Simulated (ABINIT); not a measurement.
The system is AlN.

```
CELL_PARAMETERS angstrom
3.11300 0.00000 0.00000
-1.55650 2.69594 0.00000
0.00000 0.00000 4.98100
ATOMIC_POSITIONS crystal
Al 0.66667 0.33333 0.50000
Al 0.33333 0.66667 0.00000
N 0.66667 0.33333 0.88000
N 0.33333 0.66667 0.38000
```

| Property | Result |
| --- | --- |
| Program | ABINIT 10.8.3 (patched build) |
| Task | relaxation of cell and atoms |
| Functional | PBE |
| Potentials or basis | PseudoDojo NC SR PBE v0.4.1 standard |
| Cutoff | 1143 eV |
| k mesh | 8 × 8 × 4 |
| Occupations | fermi-dirac, width 0.05 eV |
| Spin | no spin polarisation |

At the start: pressure 3.4 GPa; volume 10.45 Å³/atom.

How do energy, volume and symmetry change on relaxing?

Over 8 steps the energy falls by 2.1 meV/atom and the volume is 10.63 Å³/atom (+1.7 %); space group P6_3mc (No. 186, to 0.05 Å).

Step by step:
```csv
step,energy change (eV),largest force (eV/Å),pressure (GPa),volume (Å³)
1,0.0000,0.1305,3.37,41.80
2,-0.0071,0.0677,1.28,42.24
3,-0.0085,0.0226,0.00,42.51
4,-0.0085,0.0158,-0.03,42.52
5,-0.0085,0.0012,-0.03,42.52
6,-0.0085,0.0020,-0.01,42.51
7,-0.0085,0.0017,0.01,42.51
8,-0.0085,0.0004,0.00,42.51
```

Final structure:
```xyz
4
Lattice="3.1285 0.0000 0.0000 -1.5642 2.7094 0.0000 0.0000 0.0000 5.0150" Properties=species:S:1:pos:R:3 pbc="T T T"
Al    1.5642    0.9031    2.5036
Al    0.0000    1.8062   -0.0039
N     1.5642    0.9031    4.4171
N     0.0000    1.8062    1.9096
```
